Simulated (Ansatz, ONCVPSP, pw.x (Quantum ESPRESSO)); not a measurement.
caesium: one change to the ONCV potential, in the atom and in the fcc crystal

| Quantity | Value |
| --- | --- |
| Element | caesium (Cs) |
| Generator | ONCVPSP 4.0.1 |
| Type | optimised norm-conserving Vanderbilt (ONCV) |
| Functional | PBE |
| Relativity | scalar-relativistic |
| Frozen core | [Xe] |
| Valence charge | 1 |
| Reference configuration | 6s1 |
| Partial waves | 6s: rc 4.00 bohr, ncon 4, nbas 8, qcut 1.3 1/bohr, 2 projectors, debl 1 Ha; p scattering state at 0.11 Ha: rc 4.20 bohr, ncon 4, nbas 7, qcut 2.1 1/bohr, 2 projectors, debl 1.3 Ha; d scattering state at 0.39 Ha: rc 4.10 bohr, ncon 3, nbas 7, qcut 2.5 1/bohr, 2 projectors, debl 3.7 Ha |
| Local potential | polynomial inside 2.65 bohr (lpopt 5, dvloc0 0 Ha) |
| Core correction | Teter function, fcfact 2.75, rcfact 1.35 |

In the d channel the program set the typed energies aside and used 0.050, 3.750 Ha.

Change: local potential polynomial inside 2.80 bohr (lpopt 5, dvloc0 0 Ha).

Cutoffs, loose and tight: the cutoffs (Ha) at which the residual kinetic energy of the hardest occupied pseudo-wave falls to 1 and 0.1 mHa per electron. They do not see the model core or the augmentation charge, which bear on the density cutoff. Test errors are all-electron minus pseudo excitation energies from the reference, over the configurations 6s0.5; 6s0 6p1; variants that change the core or the reference have their own tests.

Crystal test: fcc Cs in pw.x 7.5, no spin, 8³ k-points, Fermi–Dirac smearing 0.01 Ry, cutoffs set for each file from its atomic test. The reference is all-electron LAPW (Ansatz 0.2.0) with the same functional, mesh and smearing; V0 and B0 come from Birch–Murnaghan fits to the pressures at five volumes. Errors are pseudo minus all-electron; Δ is the rms difference of the E(V) curves that follow from these fits, minima aligned, over ±6 % about the mean V0. Mesh and smearing are coarse, so the numbers serve the comparison and aren't converged zero-temperature values; the lattice is a test structure that the element need not adopt.

All-electron: a0 = 7.776 Å (V0 = 117.54 Å³/atom), B0 = 1.9 GPa.

Q: Does the change bring the crystal closer to the all-electron result?

A: The mean pressure error goes from +0.15 to -1.30 GPa, so the change moves the solid further from the all-electron pressures. Neither pressure curve crosses zero within the volumes sampled, so no fits are given.

| quantity | base | changed |
| --- | --- | --- |
| outcome (atom) | generated, projector energies reset by the program | generated, projector energies reset by the program |
| cutoff, loose (atom) | 0.9 Ha | 0.9 Ha |
| cutoff, tight (atom) | 3.0 Ha | 3.0 Ha |
| bound ghosts (atom) | none | d |
| largest test error (meV) (atom) | 2 of 2 tests not solved or not reliable | 1 of 2 tests not solved or not reliable |
| cutoffs in pw.x (Ry) | 50/200 | 50/200 |
| mean pressure error (GPa) | +0.15 | -1.30 |

Base: This is a poor potential for the solid. The generator flags a localised state at positive energy (s at 1 eV, p at 30 eV). Atomic configuration tests: 2 of 2 tests not solved or not reliable. The cutoffs count occupied waves only; projector 2 of the d channel, the hardest unoccupied one, needs 15 Ha at the loose tolerance. Changed file: This is a poor potential for the solid. The generator flags a localised state at positive energy (s at 5 eV, p at 32 eV). The pseudo pressure rises with volume over the whole range, a mechanical instability. Note: ghosts flagged at negative energy: d at -13.2 eV (a further GHOST(-) flag falls on a real empty level of the atom); GHOST(+) flagged for s at 4.6 eV, p at 31.6 eV. A true bound ghost makes a file unfit for plane-wave use. Atomic configuration tests: 1 of 2 tests not solved or not reliable. The cutoffs count occupied waves only; projector 2 of the d channel, the hardest unoccupied one, needs 15 Ha at the loose tolerance.
